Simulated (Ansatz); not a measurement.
**Pd under changes of volume**

One of the cells (15.531 Å³/atom); the others are scaled copies at fixed shape and fractional positions:

```
Pd
1.0
     2.78367    0.00000    0.00000
    -1.39183    2.41072    0.00000
     0.00000    0.00000    4.62889
Pd
2
Cartesian
  0.0000 1.6071 1.1572
  1.3918 0.8036 3.4717
```

This isn't the form of Pd at room conditions, which is fcc.

| Quantity | Value |
| --- | --- |
| Program | Ansatz 0.2.0 |
| Functional | LDA |
| Potentials or basis | Ansatz PAW |
| Cutoff | 420 eV (not typed: the program's choice for these potentials) |
| k mesh | 11 × 11 × 6 |
| Occupations | fermi-dirac, width 0.05 eV |
| Spin | no spin polarisation |

```tsv
volume (Å³/atom)	energy over the lowest point (meV/atom)	pressure (GPa)
14.600	0.00	-5.6
14.910	14.95	-9.4
15.221	36.86	-12.8
15.531	64.79	-15.6
15.842	97.89	-18.1
16.153	135.45	-20.3
16.463	?	?
```

Task: What does the run at 16.463 Å³/atom give?

Result: Energy over the lowest point 176.81 meV/atom; pressure -22.1 GPa.

Worked out: A Birch-Murnaghan fit of order 3 (a polynomial in V^(-2/3)) to the other rows has its minimum at 14.21 Å³/atom, just outside them, with B0 = V·E''(V) = 229 GPa and B' = 5.7 at fixed shape and positions, which overstates the stiffness. It gives 176.64 meV/atom at 16.463 Å³/atom, against the run's 176.81, and -dE/dV = -22.2 GPa, against -22.1.

Energies are extrapolated to zero smearing.

Caveats: the PAW data sets come from PBE, with cores solved anew for the run's functional, which leaves a small shift of forces and pressure.
